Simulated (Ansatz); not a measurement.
**Where Li_i (void) puts its levels in the gap of Si3N4 (P6_3/m)**

Aim: at which Fermi levels does Li_i (void) in Si3N4 (P6_3/m) change its charge? The model is a cell of 126 host atoms with 1 Li put in.

Calculated with Ansatz 0.2.0; place-levels on PBEsol runs: charge-transition levels and formation energies with image-charge correction and potential alignment at the atomic sites; PAW set soft_1.

## 1. The structure

The cell holds 127 atoms: 54 Si, 72 N and 1 Li. Cell: a = 13.206 Å, b = 13.206 Å, c = 8.731 Å, α = 90.0°, β = 90.0°, γ = 120.0°. It derives from Si3N4 (space group P6_3/m). Nearest the centre at fractional (0.000, 1.000, 0.667): Li127 at 0.00 Å, N121 at 2.52 Å, N117 at 2.52 Å, N112 at 2.52 Å, N76 at 2.52 Å, N69 at 2.52 Å, N84 at 2.52 Å, Si102 at 2.79 Å.

Screening for the image-charge correction: ε∞ = (4.29, 4.29, 4.37), ε0 = (8.29, 8.29, 8.25), from a response run on this crystal (DFPT, PBEsol) at that run's own cell.

The cell's shortest repeat is 8.7 Å.

## 2. The runs of each charge state

A transition level is the Fermi level at which two charge states cost the same, so each charge needs its own total energy, at its own relaxed structure.

Random displacements of about 0.05 Å break the site symmetry at the start, so that the relaxation can reach a distorted minimum if there is one. Forces are taken at one point at (¼, ¼, ¼). The cell holds 1 electron fewer than the neutral one, with a uniform background that keeps it neutral on the whole.

The sampling was tested on the host first: at the k-points planned (1x1x1 shifted 0.25 0.25 0.25) its energy lies 0.000 eV an atom from the dense-mesh value, under the bound of 0.02 eV set for this test; that bounds the host's error, not the defect's.

One state's input; the others differ in charge, spin, start and seed, and in occupations where the table says so.

qp1.relax/input.yaml

```yaml
crystal:
  lattice:
    - [11.43668588, 6.60297367, 0.0]
    - [-11.43668588, 6.60297367, 0.0]
    - [0.0, 0.0, 2.91025578]
  atoms:
    - { symbol: Si, position: [0.01950046, 0.80655545, 0.75] }
    - { symbol: Si, position: [0.3528338, 0.47322211, 0.75] }
    - { symbol: Si, position: [0.68616713, 0.13988878, 0.75] }
    - { symbol: Si, position: [0.21294502, 0.01950046, 0.25] }
    - { symbol: Si, position: [0.54627835, 0.68616713, 0.25] }
    - { symbol: Si, position: [0.87961168, 0.3528338, 0.25] }
    - { symbol: Si, position: [0.13988878, 0.45372165, 0.25] }
    - { symbol: Si, position: [0.47322211, 0.12038832, 0.25] }
    - { symbol: Si, position: [0.80655545, 0.78705498, 0.25] }
    - { symbol: Si, position: [0.19344455, 0.21294502, 0.75] }
    - { symbol: Si, position: [0.52677789, 0.87961168, 0.75] }
    - { symbol: Si, position: [0.86011122, 0.54627835, 0.75] }
    - { symbol: Si, position: [0.12038832, 0.6471662, 0.75] }
    - { symbol: Si, position: [0.45372165, 0.31383287, 0.75] }
    - { symbol: Si, position: [0.78705498, 0.98049954, 0.75] }
    - { symbol: Si, position: [0.31383287, 0.86011122, 0.25] }
    - { symbol: Si, position: [0.6471662, 0.52677789, 0.25] }
    - { symbol: Si, position: [0.98049954, 0.19344455, 0.25] }
    - { symbol: "N", position: [0.0, 0.66666667, 0.75] }
    - { symbol: "N", position: [0.33333333, 0.33333333, 0.75] }
    - { symbol: "N", position: [0.66666667, 0.0, 0.75] }
    - { symbol: "N", position: [0.0, 0.33333333, 0.25] }
    - { symbol: "N", position: [0.33333333, 0.0, 0.25] }
    - { symbol: "N", position: [0.66666667, 0.66666667, 0.25] }
    - { symbol: "N", position: [0.21345843, 0.45653274, 0.75] }
    - { symbol: "N", position: [0.54679176, 0.12319941, 0.75] }
    - { symbol: "N", position: [0.8801251, 0.78986608, 0.75] }
    - { symbol: "N", position: [0.09025902, 0.8801251, 0.25] }
    - { symbol: "N", position: [0.42359235, 0.54679176, 0.25] }
    - { symbol: "N", position: [0.75692569, 0.21345843, 0.25] }
    - { symbol: "N", position: [0.12319941, 0.57640765, 0.25] }
    - { symbol: "N", position: [0.45653274, 0.24307431, 0.25] }
    - { symbol: "N", position: [0.78986608, 0.90974098, 0.25] }
    - { symbol: "N", position: [0.21013392, 0.09025902, 0.75] }
    - { symbol: "N", position: [0.54346726, 0.75692569, 0.75] }
    - { symbol: "N", position: [0.87680059, 0.42359235, 0.75] }
    - { symbol: "N", position: [0.1198749, 0.21013392, 0.25] }
    - { symbol: "N", position: [0.45320824, 0.87680059, 0.25] }
    - { symbol: "N", position: [0.78654157, 0.54346726, 0.25] }
    - { symbol: "N", position: [0.24307431, 0.78654157, 0.75] }
    - { symbol: "N", position: [0.57640765, 0.45320824, 0.75] }
    - { symbol: "N", position: [0.90974098, 0.1198749, 0.75] }
  supercell: [1, 1, 3]
  defects: [{ interstitial: { symbol: Li, position: [0.0, 1.0, 0.666667] } }]
total_charge: 1
basis:
  ecutwfc: 420
  xc_grid: 2
hamiltonian:
  xc: pbesol
  pseudopotentials: { kind: paw, azcp: { folder: soft_1 }, xc_functional: pbe }
kpoints:
  mp_grid: { grid: [1, 1, 1], shift: [0.25, 0.25, 0.25] }
scf:
  occupations: { method: fixed }
  max_iter: 60
output:
  forces: true
  charged_corrections: { epsilon: [4.29, 4.29, 4.37], static_epsilon: [8.29, 8.29, 8.25] }
relax:
  f_tol: 0.02
  max_steps: 80
  random_displacement: { amplitude: 0.05, seed: 6572 }
checkpoint:
  write: "../qp1.relax.run"
  compress: false
  write_wavefunctions: true
  write_every: 100000
```

Launch:

```bash
$ ansatz run input.yaml --threads 4 --pin off --max-ram 15073MiB --backend cpu --events-out ev --progress --plain --runs-dir out
```

Defect states can disperse in a cell of this size, so the energy is taken again at a 2×2×2 shifted mesh, on the relaxed structure.

The run of this state that the levels use, under PBEsol:

qp1.point/input.yaml

```yaml
crystal:
  checkpoint: "../qp1.relax.run"
  host: checkpoint
total_charge: 1
basis:
  ecutwfc: 420
  xc_grid: 2
hamiltonian:
  xc: pbesol
  pseudopotentials: { kind: paw, azcp: { folder: soft_1 }, xc_functional: pbe }
kpoints:
  mp_grid: { grid: [2, 2, 2], shift: [0.5, 0.5, 0.5] }
scf:
  occupations: { method: fermi_dirac, width: 0.01 }
  max_iter: 60
output:
  forces: true
  eigenvalues: true
  charged_corrections:
    epsilon: [4.29, 4.29, 4.37]
    static_epsilon: [8.29, 8.29, 8.25]
    defect_position: [0.0, 1.0, 0.666667]
  eigenstates: { localisation: true }
  populations: true
  band_densities: [{ bands: [v1, v1] }, { bands: [c1, c1] }]
  write_density: true
  write_potential: true
  volumetric_format: npy
checkpoint:
  read: "../qp1.relax.run"
  write: "../qp1.point.run"
  compress: false
  write_wavefunctions: false
  write_every: 100000
```

Relaxations under PBEsol at one point at (¼, ¼, ¼); times on 4 threads of Arm Neoverse V1, shared host:

| charge | moment (μB) | occupations | outcome | steps | largest displacement against the far atoms (Å) | time |
| --- | --- | --- | --- | --- | --- | --- |
| 0 | 1 | fixed | converged | 6 | 0.08 | 6.5 min |
| +1 | 0 | fixed | converged | 6 | 0.07 | 3 min |

Single points under PBEsol at a 2×2×2 shifted mesh; times on 4 threads of Arm Neoverse V1, shared host:

| charge | moment (μB) | occupations | outcome | time |
| --- | --- | --- | --- | --- |
| 0 | 1 | fermi-dirac | converged | 9.3 min |
| +1 | 0 | fermi-dirac | converged | 3.7 min |

Distances (Å) from Li127 to the nearest atoms after relaxation with PBEsol:

| charge | moment (μB) | 1. | 2. | 3. | 4. | 5. | 6. |
| --- | --- | --- | --- | --- | --- | --- | --- |
| 0 | 1 | N 2.44 | N 2.44 | N 2.45 | N 2.45 | N 2.45 | N 2.45 |
| +1 | 0 | N 2.44 | N 2.44 | N 2.44 | N 2.45 | N 2.45 | N 2.45 |

## 3. place-levels, PBEsol

A charged cell interacts with its images and the background, and its potential has another zero than the host's. place-levels removes the first by a point-charge model, screened by the static dielectric constant since the ions have relaxed around the charge, and the second by comparing potentials at atoms far from the defect.

The host is a run of the defect-free crystal in the same cutoffs, grids and k-points, so that basis and sampling errors cancel in part in the differences. Its band edges come from a run of the primitive cell that searches the zone for them. The host is run in a cell of 42 atoms on a matching mesh. Chemical potentials are energies per atom of Li (bcc), run with the same functional and cutoff.

levels.point.yaml

```yaml
host:
  run: host.point.run
  levels_from: { run: edges.point.run }
states: [q0_M1.point.run, qp1.point.run]
geometry_from:
  q0_M1.point.run: q0_M1.relax.run
  qp1.point.run: qp1.relax.run
  host.point.run: host.relax.run
chemical_potentials:
  Li:
    energy: -202.997011
    dataset: <sha256 of the dataset>
epsilon: [4.29, 4.29, 4.37]
static_epsilon: [8.29, 8.29, 8.25]
vertical:
  - { from: qp1.point.run, to: qp1.point_neutral.run }
```

Launch:

```bash
$ ansatz place-levels levels.point.yaml -- --threads 4 --pin off --max-ram 15073MiB
```

Numbers of over 12 decimals in the logs are rounded to 6 here.

Log:

```text
[... repeated set-up lines and file paths are left out, and long positions are rounded to six places ...]
(+1/0) 4.220 eV above the valence edge (+4.294 eV without the band-filling correction), in the conduction band
formation energy of charge +1: -2.151 eV with the Fermi level at the valence edge
formation energy of charge 0: +2.069 eV with the Fermi level at the valence edge
vertical +1 to 0: no energy, since no alignment is typed
  the change from vertical[0].from (qp1.point.run) to vertical[0].to (qp1.point_neutral.run): by its potential at epsilon [4.29, 4.29, 4.37] it stands at 0.998 0.997 0.667, with an rms radius of about 6.8 Å (4.0 4.1 3.7 Å across the planes of the cell's [...]
  edges by pbesol of host.levels_from (edges.point.run), its mesh sampled to repeats of 26.19 Å (the valence edge +0.130 eV and the conduction edge -0.336 eV from those of the host's own run), gap 4.186 eV; the host is sampled to repeats of 26.41 Å
  the defect's cells are sampled to repeats of 26.41 Å, like sampling
  charge +1: -61177.6585 eV with its correction of +0.281 eV, at epsilon [8.29, 8.29, 8.25], aligned at sites: +0.0624 eV, mean over 102 atomic sites at or beyond 4.37 Å from the defect at [0.0000, 1.0000, 0.6667], with +0.018511 for the charge's moments and [...]
  charge 0: +0.000 eV for its dipole among its images, +0.000 omitted
  states[0] (q0_M1.point.run): levels filled in part (TS 0.003 eV): its energy is of no whole electron's
  of states[1] (qp1.point.run): how wide its charge is, is not read beside other atoms or cores, and a band state would take no correction. [...]
  of states[0] (q0_M1.point.run): a band-filling correction moves a carrier to the host's band edge, which changes its energy by -0.075 eV
  of vertical[0].from (qp1.point.run): it parts from the run at its places by a charge that spreads by about 3.7 Å along one vector (1.5 Å or more is wide), by its potential at epsilon [4.29, 4.29, 4.37], taken for that of held ions (one typed too small [...]
  vertical[0].to (qp1.point_neutral.run): levels filled in part (TS 0.006 eV): its energy is of no whole electron's
```

It took 0.33 s on 4 threads of Arm Neoverse V1, shared host.

Levels between the charges placed, in eV above the valence top:

|  | gap (eV) | (+1/0) |
| --- | --- | --- |
| PBEsol | 4.19 | 4.22 |

Corrections by state:

| charge | moment (μB) | image terms and alignment (eV) | band filling (eV) | ε used | over the lowest of its charge, as the program ranks them, band filling apart (eV) |
| --- | --- | --- | --- | --- | --- |
| +1 | 0.0 | 0.281 | - | principal values (8.25, 8.29, 8.29) | 0.000 |
| 0 | 1.0 | 0.000 | -0.075 | - | 0.000 |

The charged structures listed were also run neutral, and place-levels reads from each pair, by the potential or the spins, how wide the charge is by which they differ; that can be the carrier of either run.

| charge | rms radius (Å) | spread where it is widest against the cell (Å) | wide from (Å) | reading |
| --- | --- | --- | --- | --- |
| +1 | 6.8 | 3.71 | 1.51 | wide |

The neutral runs of these pairs need not share the spin of the lowest neutral state, and very wide values only mean spread over the cell.

From the program's caveats on the states, each cut to its opening words:

- charge +1: how wide its charge is, is not read beside other atoms or cores, and a band state would take no correction
- charge 0 (1 μB): a band-filling correction moves a carrier to the host's band edge, which changes its energy by -0.075 eV

The host's formation energy from the elements is -1.218 eV per atom; it sets how far the chemical potentials can move.

Formation energies (eV), N-rich (Δμ(N) = 0.00 eV, Δμ(Si) = -2.84 eV, Δμ(Li) = 0.00 eV):

| charge | Fermi level at the valence top | at the conduction bottom |
| --- | --- | --- |
| +1 | -2.15 | 2.04 |
| 0 | 2.07 | 2.07 |

Formation energies (eV), Si-rich (Δμ(Si) = 0.00 eV, Δμ(N) = -2.13 eV, Δμ(Li) = 0.00 eV):

| charge | Fermi level at the valence top | at the conduction bottom |
| --- | --- | --- |
| +1 | -2.15 | 2.04 |
| 0 | 2.07 | 2.07 |

## 4. The same at the relaxations' own k-points

The relaxations' own energies give the levels at their sampling, for comparison.

levels.relax_mesh.yaml

```yaml
host:
  run: host.relax.run
  levels_from: { run: edges.relax.run }
states: [q0_M1.relax.run, qp1.relax.run]
chemical_potentials:
  Li:
    energy: -202.997011
    dataset: <sha256 of the dataset>
```

Launch:

```bash
$ ansatz place-levels levels.relax_mesh.yaml -- --threads 4 --pin off --max-ram 15073MiB
```

Log:

```text
[...]
formation energy of charge +1: -2.151 eV with the Fermi level at the valence edge
formation energy of charge 0: +2.068 eV with the Fermi level at the valence edge
  edges by pbesol of host.levels_from (edges.relax.run), its mesh sampled to repeats of 26.19 Å (the valence edge +0.231 eV and the conduction edge -0.359 eV from those of the host's own run), gap 4.186 eV; the host is sampled to repeats of 15.83 Å
[... the lines on each state left out ...]
```

The job ended after 0.15 s (4 threads).

Levels between neighbouring charges, in eV above the valence top:

|  | gap (eV) | (+1/0) |
| --- | --- | --- |
| one point at (¼, ¼, ¼) | 4.19 | 4.22 |
| a 2×2×2 shifted mesh | 4.19 | 4.22 |

Going from one point at (¼, ¼, ¼) to a 2×2×2 shifted mesh moves formation energies against the elements by up to 0.00 eV; band-filling terms, which differ between samplings, are in these energies.

## 5. Summary of results

```json
{
 "gap of the host": "4.19 eV (PBEsol)",
 "level (plus 1/0)": "4.22 eV above the valence top, past the conduction bottom (4.29 eV above the valence top without the band-filling term)",
 "lowest of the charges placed, just above the valence top (0.02 eV)": "+1",
 "lowest of the charges placed, just below the conduction bottom (0.02 eV)": "+1",
 "lowest formation energy at mid-gap of the charges run, N-rich": "-0.06 eV",
 "lowest formation energy at mid-gap of the charges run, Si-rich": "-0.06 eV"
}
```

Of the charges placed (0 and +1), +1 is the lowest from 0.02 eV above the valence top to 0.02 eV below the conduction bottom, a gap of 4.19 eV. Charges above +1 and below 0 were not placed, so these runs say nothing of levels that involve them. States placed: +1 at 0 μB; 0 at 1 μB. Other spin states or structures, where not listed, weren't placed. The program finds carriers beyond a band edge of the host and adds a band-filling term at charge 0 (-0.07 eV); steps to such a charge show no bound level, and a defect level inside a band would be read the same way. Li is taken at its element; compounds, which aren't counted here, bound the chemical potentials and would shift these formation energies. Going from one point at (¼, ¼, ¼) to a 2×2×2 shifted mesh moves formation energies against the elements by up to 0.00 eV; band-filling terms, which differ between samplings, are in these energies. What this leaves open: the images are only 8.7 Å apart; PBEsol makes the gap too small and tends to spread out bound carriers; where a gas molecule sets a chemical potential or the host's formation energy, its binding is uncorrected; force components of up to 0.18 eV/Å remain in a run at the final settings.

[Logs are printed without paths, hosts, clocks, repeated set-up lines and the standing remarks that a program may print on its own settings, such as how far it seeks lower states.]

[Hosts, paths, dates, database ids (printed as entryN), source tags and the programs' standing remarks are cut or masked in the printed files.]

[Where a table of states has a column of steps, it counts the stored structures, which are thinned; the runs took as many ionic steps or more.]

[A defect's name tells the site on which it was built; relaxed atoms can leave that site.]

[For some hosts the program warned that the k-mesh of the response run may be too coarse for force constants and the static dielectric constant; such warnings are not shown here.]
